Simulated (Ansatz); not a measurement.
**AgCl: stable or not**

The cell was reached from a generator's guess, though it ends in a space group that the Crystallography Open Database lists for this formula.

Level of theory: DFT PBE, scalar-relativistic, plane waves, PAW (Ansatz 0.2.0). The final run on the 2-atom cell used 420 eV, a Γ-centred 8×8×8 mesh, 0.02 eV smearing and no spin polarisation.

```cif
data_structure
_symmetry_space_group_name_H-M 'Fm-3m'
_symmetry_Int_Tables_number 225
_cell_length_a 5.6119
_cell_length_b 5.6119
_cell_length_c 5.6119
_cell_angle_alpha 90.000
_cell_angle_beta 90.000
_cell_angle_gamma 90.000
_cell_volume 176.74
loop_
_atom_site_label
_atom_site_type_symbol
_atom_site_symmetry_multiplicity
_atom_site_Wyckoff_symbol
_atom_site_fract_x
_atom_site_fract_y
_atom_site_fract_z
_atom_site_occupancy
Ag1 Ag 4 a 0.00000 0.00000 0.00000 1
Cl1 Cl 4 b 0.50000 0.00000 0.00000 1
```

The zero of energy is the elements' standard structures at the same level (Cl₂ as a molecule); no fitted shifts are applied.

**Question.** These tests were run: energy against the elements; phonons on a 4×4×4 q mesh; elastic tensor. What do they show?

**Answer.**

```json
{"test": "energy against the elements", "result": "−0.452 eV/atom"}
{"test": "phonons on a 4×4×4 q mesh", "result": "no imaginary mode on the mesh"}
{"test": "elastic tensor", "result": "least eigenvalue 6 GPa"}
```

It fails none of these tests. Other phases of the system weren't compared here, so this isn't yet thermodynamic stability.

The run for the phonons used an 8×8×8 k mesh. The run for the elastic tensor used an 8×8×8 k mesh.
